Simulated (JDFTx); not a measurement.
# KBr (Fm-3m) in JDFTx: further runs

The runs below take KBr through relaxation of the atoms, single point, with LDA, PBE.

All numbers are computed with JDFTx 1.7.0 (patched build); they aren't measurements. Logs are shortened: lines on timing, memory, paths and dates and some standing lists are left out, and cuts for length are marked. The log counts tension as positive stress, the text compression.

**1. The crystal as given**

Symmetry: Fm-3m, No. 225, cubic system. Conventional cell: a = 6.600 Å, b = 6.600 Å, c = 6.600 Å, α = 90.00°, β = 90.00°, γ = 90.00°. Br (site symmetry m-3m) is surrounded by 6 K at 3.30 Å. K (site symmetry m-3m) is surrounded by 6 Br at 3.30 Å.

**2. Relaxation of the atoms, LDA (relaxed cell strained by -0.01 in Voigt component 4)**

Input file KBr.in:

```
lattice \
    0.0000000000     6.0186499992     6.0186499992 \
    5.9885567492    -0.0300932500     6.0186499992 \
    5.9885567492     6.0186499992    -0.0300932500
coords-type Lattice
ion Br     0.5000000000     0.5000000000     0.5000000000 1
ion K      0.0000000000     0.0000000000     0.0000000000 1

ion-species pseudo/Br.upf
ion-species pseudo/K.upf
elec-cutoff 36 288
elec-ex-corr lda-PW
kpoint-folding 6 6 6
elec-smearing Fermi 0.0018374661
elec-n-bands 14
electronic-SCF nIterations 100 energyDiffThreshold 1e-10
electronic-minimize nIterations 30 energyDiffThreshold 1e-7
forces-output-coords Cartesian
ionic-minimize nIterations 20 energyDiffThreshold 1e-8 knormThreshold 2e-5

dump-name run.$VAR
dump End Ecomponents EigStats BandEigs Kpoints Forces Stress
```

Potentials or basis: PseudoDojo-SR-LDA-0.4.1-standard.

Run with:

```bash
jdftx -c 1 -i KBr.in -o KBr.out
```

Output:

```text
*************** JDFTx 1.7.0 (patched build) ***************

Input parsed successfully to the following command list (including defaults):
[... the input with its defaults ...]

---------- Setting up symmetries ----------

Found 8 point-group symmetries of the bravais lattice
Found 8 space-group symmetries with basis
Applied RMS atom displacement 0 bohrs to make symmetries exact.

---------- Initializing the Grid ----------
R =
[            0      6.01865      6.01865  ]
[      5.98856   -0.0300932      6.01865  ]
[      5.98856      6.01865   -0.0300932  ]
unit cell volume = 436.03
G =
[  -0.521976   0.524599   0.524599  ]
[   0.521976  -0.519379   0.519379  ]
[   0.521976   0.519379  -0.519379  ]
Minimum fftbox size, Smin = [  68  68  68  ]
Chosen fftbox size, S = [  70  70  70  ]

---------- Initializing tighter grid for wavefunction operations ----------
R =
[            0      6.01865      6.01865  ]
[      5.98856   -0.0300932      6.01865  ]
[      5.98856      6.01865   -0.0300932  ]
unit cell volume = 436.03
G =
[  -0.521976   0.524599   0.524599  ]
[   0.521976  -0.519379   0.519379  ]
[   0.521976   0.519379  -0.519379  ]
Minimum fftbox size, Smin = [  48  48  48  ]
Chosen fftbox size, S = [  48  48  48  ]

---------- Exchange Correlation functional ----------
Initalized Slater LDA exchange.
Initalized Perdew-Wang LDA correlation.

---------- Setting up pseudopotentials ----------
Width of ionic core gaussian charges (only for fluid interactions / plotting) set to 0

Reading pseudopotential file 'pseudo/Br.upf':
  'Br' pseudopotential, 'SLA  PW   NOGX NOGC' functional
  Generated using ONCVPSP code by D. R. Hamann
  7 valence electrons, 2 orbitals, 6 projectors, 1001 radial grid points, with lMax = 2
    4S    l: 0   occupation:  2.0   eigenvalue: -0.746748
    4P    l: 1   occupation:  5.0   eigenvalue: -0.294086
  Core radius for overlap checks: 1.88 bohrs.

Reading pseudopotential file 'pseudo/K.upf':
  'K' pseudopotential, 'SLA  PW   NOGX NOGC' functional
  Generated using ONCVPSP code by D. R. Hamann
  9 valence electrons, 3 orbitals, 6 projectors, 1001 radial grid points, with lMax = 2
    3S    l: 0   occupation:  2.0   eigenvalue: -1.292907
    3P    l: 1   occupation:  6.0   eigenvalue: -0.692317
    4S    l: 0   occupation:  1.0   eigenvalue: -0.089219
  WARNING: large normalization error in atomic orbital 2s (integral: 0.983987).
  Core radius for overlap checks: 1.56 bohrs.

Initialized 2 species with 2 total atoms.

Folded 1 k-points by 6x6x6 to 216 k-points.

---------- Setting up k-points, bands, fillings ----------
Reduced to 46 k-points under symmetry.
Computing the number of bands and number of electrons
Calculating initial fillings.
nElectrons:  16.000000   nBands: 14   nStates: 46

----- Setting up reduced wavefunction bases (one per k-point) -----
average nbasis = 4498.116 , ideal nbasis = 4498.463

---------- Setting up ewald sum ----------
Optimum gaussian width for ewald sums = 2.732788 bohr.
Real space sum over 1331 unit cells with max indices [  5  5  5  ]
Reciprocal space sum over 2197 terms with max indices [  6  6  6  ]

---------- Allocating electronic variables ----------
Initializing wave functions:  linear combination of atomic orbitals
Note: number of bands (14) exceeds available atomic orbitals (9)
Br pseudo-atom occupations:   s ( 2 )  p ( 5 )
K pseudo-atom occupations:   s ( 2 1 )  p ( 6 )
	FillingsUpdate:  mu: +0.174379734  nElectrons: 16.000000
LCAOMinimize: Iter:   0  F: -42.1607606171593403  |grad|_K:  1.651e-03  alpha:  1.000e+00
	FillingsUpdate:  mu: +0.148092290  nElectrons: 16.000000
LCAOMinimize: Iter:   1  F: -42.1699076706116500  |grad|_K:  2.192e-05  alpha:  6.872e-01  linmin:  1.195e-01  cgtest: -3.763e-01
	FillingsUpdate:  mu: +0.148031478  nElectrons: 16.000000
LCAOMinimize: Iter:   2  F: -42.1699091921564104  |grad|_K:  9.814e-06  alpha:  8.261e-01  linmin:  7.535e-04  cgtest:  4.265e-01
	FillingsUpdate:  mu: +0.148180625  nElectrons: 16.000000
LCAOMinimize: Iter:   3  F: -42.1699094801656216  |grad|_K:  3.522e-07  alpha:  6.635e-01  linmin: -1.392e-03  cgtest:  4.010e-03
	FillingsUpdate:  mu: +0.148180062  nElectrons: 16.000000
LCAOMinimize: Iter:   4  F: -42.1699094807109987  |grad|_K:  1.924e-08  alpha:  9.751e-01  linmin:  5.604e-04  cgtest: -5.870e-03
LCAOMinimize: Converged (|Delta F|<1.000000e-06 for 2 iters).

-------- Electronic minimization -----------
Will mix electronic density at each iteration.
	FillingsUpdate:  mu: +0.148180062  nElectrons: 16.000000
	FillingsUpdate:  mu: +0.144929549  nElectrons: 16.000000
SCF: Cycle:  0   F: -42.187944329409717   dF: -1.803e-02   |Residual|: 7.210e-02   |deigs|: 1.564e-01
	FillingsUpdate:  mu: +0.126508439  nElectrons: 16.000000
SCF: Cycle:  1   F: -42.198262543449502   dF: -1.032e-02   |Residual|: 2.243e-02   |deigs|: 1.772e-02
	FillingsUpdate:  mu: +0.100000000  nElectrons: 16.000000
SCF: Cycle:  2   F: -42.199834229203162   dF: -1.572e-03   |Residual|: 5.591e-03   |deigs|: 7.309e-03
	FillingsUpdate:  mu: +0.100000000  nElectrons: 16.000000
SCF: Cycle:  3   F: -42.199947249817377   dF: -1.130e-04   |Residual|: 8.330e-04   |deigs|: 2.532e-03
	FillingsUpdate:  mu: +0.100000000  nElectrons: 16.000000
SCF: Cycle:  4   F: -42.199972321431339   dF: -2.507e-05   |Residual|: 4.314e-04   |deigs|: 1.246e-03
	FillingsUpdate:  mu: +0.100000000  nElectrons: 16.000000
SCF: Cycle:  5   F: -42.199978440987486   dF: -6.120e-06   |Residual|: 1.255e-04   |deigs|: 6.011e-04
	FillingsUpdate:  mu: +0.100000000  nElectrons: 16.000000
SCF: Cycle:  6   F: -42.199980130271520   dF: -1.689e-06   |Residual|: 6.023e-05   |deigs|: 4.081e-04
	FillingsUpdate:  mu: +0.100000000  nElectrons: 16.000000
SCF: Cycle:  7   F: -42.199981299037027   dF: -1.169e-06   |Residual|: 4.161e-05   |deigs|: 4.227e-04
[... 11 lines left out ...]
SCF: Cycle: 13   F: -42.199981945859328   dF: -8.408e-09   |Residual|: 2.057e-06   |deigs|: 1.108e-04
	FillingsUpdate:  mu: +0.100000000  nElectrons: 16.000000
SCF: Cycle: 14   F: -42.199981948657083   dF: -2.798e-09   |Residual|: 2.753e-06   |deigs|: 5.882e-05
	FillingsUpdate:  mu: +0.100000000  nElectrons: 16.000000
SCF: Cycle: 15   F: -42.199981950311333   dF: -1.654e-09   |Residual|: 3.834e-06   |deigs|: 6.753e-05
	FillingsUpdate:  mu: +0.100000000  nElectrons: 16.000000
SCF: Cycle: 16   F: -42.199981950915046   dF: -6.037e-10   |Residual|: 3.953e-06   |deigs|: 5.720e-05
	FillingsUpdate:  mu: +0.100000000  nElectrons: 16.000000
SCF: Cycle: 17   F: -42.199981951273941   dF: -3.589e-10   |Residual|: 3.294e-06   |deigs|: 6.026e-05
	FillingsUpdate:  mu: +0.100000000  nElectrons: 16.000000
SCF: Cycle: 18   F: -42.199981951421819   dF: -1.479e-10   |Residual|: 5.025e-07   |deigs|: 4.756e-05
	FillingsUpdate:  mu: +0.100000000  nElectrons: 16.000000
SCF: Cycle: 19   F: -42.199981951490436   dF: -6.862e-11   |Residual|: 1.193e-06   |deigs|: 3.694e-05
	FillingsUpdate:  mu: +0.100000000  nElectrons: 16.000000
SCF: Cycle: 20   F: -42.199981951524649   dF: -3.421e-11   |Residual|: 1.144e-06   |deigs|: 4.755e-05
SCF: Converged (|Delta E|<1.000000e-10 for 2 iters).

Setting wave functions to eigenvectors of Hamiltonian

# Stress tensor in Cartesian coordinates [Eh/a0^3]:
[  1.89083e-07            0            0  ]
[            0   1.6774e-07 -1.72173e-06  ]
[            0 -1.72173e-06   1.6774e-07  ]

# Ionic positions in lattice coordinates:
ion Br   0.500000000000000   0.500000000000000   0.500000000000000 1
ion K   0.000000000000000   0.000000000000000   0.000000000000000 1

# Forces in Cartesian coordinates:
force Br   0.000000000000000   0.000000000000000  -0.000000000000000 1
force K   0.000000000000000   0.000000000000000  -0.000000000000000 1

# Energy components:
   Eewald =      -30.4615025035278713
       EH =        9.0165576315189853
     Eloc =      -34.2579844329446814
      Enl =        6.5980692649217785
      Exc =      -11.4374701687008002
 Exc_core =        3.6333349957793724
       KE =       14.7090132614292148
-------------------------------------
     Etot =      -42.1999819515240091
       TS =        0.0000000000006395
-------------------------------------
        F =      -42.1999819515246486

IonicMinimize: Iter:   0  F: -42.199981951524649  |grad|_K:  0.000e+00
IonicMinimize: Converged (|grad|_K<2.000000e-05).

#--- Lowdin population analysis ---
# oxidation-state Br -0.637
# oxidation-state K +0.699

Dumping 'run.eigStats' ...
	eMin: -0.942421 at state 0 ( [ +0.000000 +0.000000 +0.000000 ] spin 0 )
	HOMO: +0.059780 at state 0 ( [ +0.000000 +0.000000 +0.000000 ] spin 0 )
	mu  : +0.100000
	LUMO: +0.218251 at state 0 ( [ +0.000000 +0.000000 +0.000000 ] spin 0 )
	eMax: +0.482523 at state 24 ( [ +0.166667 +0.500000 -0.333333 ] spin 0 )
	HOMO-LUMO gap: +0.158470
	Optical gap  : +0.158470 at state 0 ( [ +0.000000 +0.000000 +0.000000 ] spin 0 )
Done!
[note: mu as printed may lie anywhere between the filled and the empty levels]
```

Wall time 95 s (1 thread of AMD EPYC 9R45 (Zen 5), shared host); peak memory 0.22 GiB.

What came out:

```yaml
Free_energy: -1148.3200 eV
Pressure_after_relaxing: 0.0 GPa
Band_gap_on_the_k_mesh: 4.31 eV, direct
Loewdin_charges: Br -0.64; K +0.70 e
```

Final structure:
```
CELL_PARAMETERS angstrom
0.00000 3.16901 3.16901
3.18493 -0.01592 3.18493
3.18493 3.18493 -0.01592
ATOMIC_POSITIONS crystal
Br 0.50000 0.50000 0.50000
K 0.00000 0.00000 0.00000
```

Caveat: the relaxation stopped at its first step, so nothing moved.

(Continued in part 2 of 2.)
